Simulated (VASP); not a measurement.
Set up this calculation in VASP 6.6.1, as an ASE script.

| Property | Result |
| --- | --- |
| Task | single point |
| Functional | PBE |
| Dispersion | MBD |
| Potentials or basis | VASP PAW PBE potentials, release 64 (Zn) |
| Cutoff | 520 eV |
| k mesh | 12 × 12 × 12 |
| Occupations | methfessel-paxton, width 0.2 eV |
| Spin | no spin polarisation |
| Further INCAR settings | ALGO = Fast; EDIFF = 1.00e-05; NBANDS = 8 |

The structure of Zn lies in Zn.xyz:

```xyz
1
Lattice="-1.5690370000 1.5690370000 1.5690370000 1.5690370000 -1.5690370000 1.5690370000 1.5690370000 1.5690370000 -1.5690370000" Properties=species:S:1:pos:R:3 pbc="T T T"
Zn     0.0000000000      0.0000000000      0.0000000000
```

This isn't the form of Zn at room conditions, which is hcp.

These files were run (other wordings do the same):

run.py

```python
from ase.calculators.vasp import Vasp
from ase.dft.bandgap import bandgap
from ase.io import read

atoms = read('Zn.xyz')
calc = Vasp(
    directory='calc',
    xc='pbe',
    pp='PBE',
    setups='materialsproject',
    prec='Accurate',
    encut=520,
    ediff=1e-05,
    ismear=1,
    sigma=0.2,
    lreal=False,
    lasph=True,
    nelm=100,
    algo='Fast',
    isif=2,
    lwave=False,
    lcharg=True,
    ivdw=202,
    lelf=True,
    lvhar=True,
    kpts=[12, 12, 12],
    gamma=True,
    nbands=8,
)
atoms.calc = calc

print('energy (eV):', atoms.get_potential_energy())
print('free energy (eV):', atoms.get_potential_energy(force_consistent=True))
print('forces (eV/A):')
print(atoms.get_forces())
print('stress (eV/A^3, Voigt):', atoms.get_stress())
print('Fermi level (eV):', calc.get_fermi_level())
gap, top, bottom = bandgap(calc)
print('band gap (eV):', gap, 'from (spin, k, band)', top, 'to', bottom)
```

Potentials or basis: VASP PAW PBE potentials, release 64 (Zn).

Launch:

```bash
$ python run.py
```

It gave:

| Quantity | Value |
| --- | --- |
| Pressure | -4.7 GPa |
| Band gap on the k mesh | none (metal or under the smearing width) |
| Dispersion energy per atom | -0.439 eV |

It took 33 s on 1 thread of AMD EPYC 7R43 64-Core Processor (Zen 3) (shared host), peak memory 0.09 GiB.
